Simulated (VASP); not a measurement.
# PbO2 under changes of volume

One of the cells (13.414 Å³/atom); the others are scaled copies at fixed shape and fractional positions:

```xyz
3
Lattice="0.0000 2.7199 2.7199 2.7199 0.0000 2.7199 2.7199 2.7199 0.0000" Properties=species:S:1:pos:R:3 pbc="T T T"
Pb    0.0000    0.0000    0.0000
O     4.0798    4.0798    4.0798
O     1.3599    1.3599    1.3599
```

The cell comes from a database or a generator and needn't be the stable form of this composition.

| Item | Value |
| --- | --- |
| Program | VASP 6.6.1 |
| Functional | PBE |
| Potentials or basis | VASP PAW PBE potentials, release 64 (Pb_d, O) |
| Cutoff | 520 eV |
| k mesh | 9 × 9 × 9 |
| Occupations | fermi-dirac, width 0.05 eV |
| Spin | no spin polarisation |

| volume (Å³/atom) | energy over the lowest point (meV/atom) | pressure (GPa) |
| --- | --- | --- |
| 12.362 | ? | ? |
| 12.625 | 11.67 | 6.8 |
| 12.888 | 2.89 | 3.5 |
| 13.414 | 0.00 | -2.0 |
| 13.677 | 4.82 | -4.3 |
| 13.940 | 13.17 | -6.3 |

Problem. What does the run at 12.362 Å³/atom give?

Solution. Energy over the lowest point 26.17 meV/atom; pressure 10.4 GPa.

Worked out: A Birch-Murnaghan fit of order 3 (a polynomial in V^(-2/3)) to the other rows has its minimum at 13.23 Å³/atom with B0 = V·E''(V) = 133 GPa and B' = 5.0. It gives 26.19 meV/atom at 12.362 Å³/atom, against the run's 26.17, and -dE/dV = 10.7 GPa, against 10.4.

Energies are extrapolated to zero smearing.
